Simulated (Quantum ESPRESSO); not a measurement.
# MgS (Niningerite): equation of state with PBEsol

Crystal: MgS (Niningerite).

```
CELL_PARAMETERS angstrom
0.00000 2.60165 2.60165
2.60165 0.00000 2.60165
2.60165 2.60165 0.00000
ATOMIC_POSITIONS crystal
S 0.50000 0.50000 0.50000
Mg 0.00000 0.00000 0.00000
```

* Program: Quantum ESPRESSO 7.5
* Task: equation of state
* Functional: PBEsol
* Potentials or basis: GBRV 1.5 PBEsol
* Cutoff: 612 eV
* Density cutoff: 4898 eV
* k mesh: 9 × 9 × 9
* Occupations: fermi-dirac, width 0.05 eV
* Spin: no spin polarisation

```yaml
Equilibrium_volume: 17.38 Å³/atom
Bulk_modulus: 78 GPa
Pressure_derivative_of_the_bulk_modulus: 4.1
```

Energy against volume, from the lowest point:
```
volume (Å³/atom)  energy (meV/atom)
          16.553              10.23
          16.905               3.11
          17.257               0.00
          17.609               0.50
          17.962               4.25
          18.314              10.96
          18.666              20.32
```

All runs of the series together: 51 s on 2 threads of Arm Neoverse V2 (shared host).
